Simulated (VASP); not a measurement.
Wanted: the native input for a VASP 6.6.1 run.

```yaml
Task: single point
Functional: PBE
Potentials_or_basis: VASP PAW PBE potentials, release 64 (Al, N)
Cutoff: 520 eV
k_mesh: 9 × 9 × 6
Occupations: gaussian, width 0.02 eV
Spin: no spin polarisation
Dipole_correction: no
Further_INCAR_settings: ALGO = Fast; EDIFF = 1e-06; NBANDS = 16
```

The structure of AlN lies in POSCAR:

```
AlN
1.0
    3.2153140537      0.0194748735      0.1244400861
   -1.5907912917      2.6774106357     -0.0588253423
    0.1991200000      0.0062722800      4.8960123400
Al N
2 2
Direct
    0.4220231763      0.6824264066     -0.0206990759
    0.6787393025      0.3726955665      0.4987484934
    0.2489316375      0.6823633083      0.3703656087
    0.6503058836      0.2625147186      0.9215829650
```

The cell isn't the ideal one: strained and moved within a subgroup.

These files were run (other wordings do the same):

INCAR

```
ALGO = Fast
EDIFF = 1E-6
ENCUT = 520
GGA = PE
ISIF = 2
ISMEAR = 0
LASPH = T
LCHARG = F
LREAL = F
LWAVE = F
NBANDS = 16
NELM = 100
PREC = Accurate
SIGMA = 0.02
```

KPOINTS

```
k-points
0
Gamma
  9 9 6
```

Potentials or basis: VASP PAW PBE potentials, release 64 (Al, N).

Launch:

```bash
$ cat potpaw_PBE.64/Al/POTCAR potpaw_PBE.64/N/POTCAR > POTCAR
$ mpirun -np 1 vasp_std > vasp.out
```

Results of the run:

- Pressure: 19.1 GPa
- Largest force: 9.009 eV/Å
- Band gap on the k mesh: 2.71 eV, direct

Caveat: so large a pressure means that the cell lies far from this level's equilibrium, or that cutoff or potentials fall short; an odd mesh through Γ misses points on the zone boundary, where band edges often lie; forces of over 1 eV/Å show positions far from the minimum, so gaps and moduli don't describe the material at rest.

It took 46 s on 1 thread of Intel(R) Xeon(R) 6975P-C (Granite Rapids), on a shared host, peak memory 0.25 GiB.
